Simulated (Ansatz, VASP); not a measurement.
# Nb in VASP and in Ansatz

```
CELL_PARAMETERS angstrom
3.98528 0.00000 0.00000
0.00000 3.98528 0.00000
0.00000 0.00000 3.98528
ATOMIC_POSITIONS crystal
Nb 0.50000 0.00000 0.00000
Nb 0.00000 0.50000 0.00000
Nb 0.00000 0.00000 0.50000
```

Alike in both runs: functional PBE; k mesh 12 × 12 × 12; occupations gaussian, width 0.1 eV; no spin polarisation.

Ansatz relaxed the structure, and its values are those at the end. VASP's run is a single point on that final structure, the one shown.

|  | VASP | Ansatz |
| --- | --- | --- |
| version | VASP 6.6.1 | Ansatz 0.2.0 |
| potentials or method | VASP PAW PBE potentials, release 64 (Nb_sv) | scalar-relativistic, plane waves, PAW |
| plane-wave cutoff (eV) | 520 | 420 |
| valence electrons in the cell | 39 | 39 |

```csv
,VASP,Ansatz,Ansatz less VASP
gap on the k mesh at the Fermi level (eV),none,none,-
pressure (GPa),-0.2,0.0,+0.25
```

A gap of «none» marks a metal or a gap that the smearing closes.
